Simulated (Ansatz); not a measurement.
## BP: the change of energy less free atoms and pressure with volume scale

Periodic Kohn-Sham DFT of a crystal at fixed atoms, scaled to volume_scale times the given cell; pressure positive in compression, energy less spherical unpolarised free atoms, largest_vzz the field gradient of largest size among the nuclei. The results are calculated, by Ansatz 0.2.0.

The cell before it is scaled or strained (space group P-6m2, No. 187):
```
CELL_PARAMETERS angstrom
3.00960 0.00000 0.00000
-1.50480 2.60640 0.00000
0.00000 0.00000 2.66180
ATOMIC_POSITIONS crystal
B 0.00000 0.00000 0.00000
P 0.33333 0.66667 0.50000
```

Settings of every row: method all-electron LAPW; functional PBE; relativity scalar; k mesh 13x13x11; filling fermi-dirac; smearing width 0.08 eV; basis error target 0.5 meV/atom; nucleus gaussian.

Atom start moment: 0 on all atoms.

Limits: the cell comes from a prototype or a list of computed structures and needn't be the stable phase.

| row | volume scale | V (Å³/atom) | energy less free atoms (eV/atom) | pressure (GPa) |
| --- | --- | --- | --- | --- |
| 1 | 0.96 | 10.022 | -5.1492 | 6.499 |
| 2 | 0.98 | 10.231 | -5.1555 | 3.105 |
| 3 | 1 | 10.44 | ? | ? |
| 4 | 1.02 | 10.649 | -5.1557 | -2.747 |
| 5 | 1.04 | 10.857 | -5.1504 | -5.264 |

Question: what energy less free atoms and pressure should row 3 give?

Worked fit of energy less free atoms. Take u = (V_r/V)^(2/3) − 1 with V_r = 10.44 Å³ an atom, which is twice the finite (Eulerian) strain; such expansions in the strain, on which the Birch-Murnaghan equation of state is built, carry the rest volume and the bulk modulus. The shown rows have u = 0.02762, 0.01357, -0.01313, -0.02577. Least squares give energy less free atoms = −5.15753 + 0.0025 × u + 10.83 × u² eV/atom; a straight line predicts inner rows, each left out in turn, worse (root mean square 0.0045 against 7.8e-06 eV/atom). All shown rows lie on it to the printed digit. Its lowest point lies at u = -0.0001, or V = 10.44 Å³ an atom, and the curvature there gives the bulk modulus at fixed shape and fractions, B = (4/9)(1 + u)² E″(u)/V = 148 GPa. Letting shape and atoms relax would as a rule lower it, by much in layered, chain or molecular crystals. The withheld row has u = 0, so the fit gives −5.15753 + 0.0025 × (0) + 10.83 × (0)² = -5.1575 eV/atom.

The calculation gave -5.1575 eV/atom. The fit meets it to the printed digit.

Worked fit of pressure. Take u = (V_r/V)^(2/3) − 1 with V_r = 10.44 Å³ an atom, which is twice the finite (Eulerian) strain; such expansions in the strain, on which the Birch-Murnaghan equation of state is built, carry the rest volume and the bulk modulus. The shown rows have u = 0.02762, 0.01357, -0.01313, -0.02577. Least squares give pressure = 0.0359 + 219.26 × u + 531 × u² GPa; a straight line predicts inner rows, each left out in turn, worse (root mean square 0.22 against 0.011 GPa). The rows lie off it by 0.002, -0.004, 0.004, -0.002. The pressure vanishes at u = -0.0002, or V = 10.44 Å³ an atom, and there the bulk modulus at fixed shape and fractions is B = −V dP/dV = (2/3)(1 + u) dP/du = 146 GPa. Letting shape and atoms relax would as a rule lower it, by much in layered, chain or molecular crystals. The withheld row has u = 0, so the fit gives 0.0359 + 219.26 × (0) + 531 × (0)² = 0.036 GPa.

The calculation gave 0.034 GPa. The fit lies 0.002 GPa (5.9 % of the value, 0.017 % of the column's range) above it; its largest miss of a shown row is 0.004 GPa.
